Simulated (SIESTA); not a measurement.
# HgTe (Coloradoite) under changes of volume

One of the cells (33.215 Å³/atom); the others are scaled copies at fixed shape and fractional positions:

```xyz
2
Lattice="0.0000 3.2145 3.2145 3.2145 0.0000 3.2145 3.2145 3.2145 0.0000" Properties=species:S:1:pos:R:3 pbc="T T T"
Hg    0.0000    0.0000    0.0000
Te    4.8217    4.8217    4.8217
```

- Program: SIESTA 5.4.2
- Functional: PBE
- Potentials or basis: PseudoDojo 0.4 standard (PBE files)
- Basis: DZP (energy shift 0.002 Ry)
- Grid cutoff: 800 Ry
- Energy shift: 0.002 Ry
- k mesh: 7 × 7 × 7
- Occupations: fermi-dirac, width 0.05 eV
- Spin: no spin polarisation

```csv
volume (Å³/atom),energy over the lowest point (meV/atom),pressure (GPa)
31.223,150.45,10.3
31.887,111.32,8.6
32.551,78.92,7.1
33.215,51.92,5.9
33.880,?,?
34.544,12.48,3.6
35.208,0.00,2.7
```

Question: What does the run at 33.880 Å³/atom give?

Answer: Energy over the lowest point 29.77 meV/atom; pressure 4.8 GPa.

Worked out: A Birch-Murnaghan fit of order 3 (a polynomial in V^(-2/3)) to the other rows has no minimum within the range. It gives 29.82 meV/atom at 33.880 Å³/atom, against the run's 29.77, and -dE/dV = 4.7 GPa, against 4.8.

Energies are extrapolated to zero smearing.

Caveats: semicore shells carry a single zeta, which can move pressures by several GPa and volumes by a few percent; the basis of atomic orbitals isn't converged, which shifts pressures, moduli and gaps.
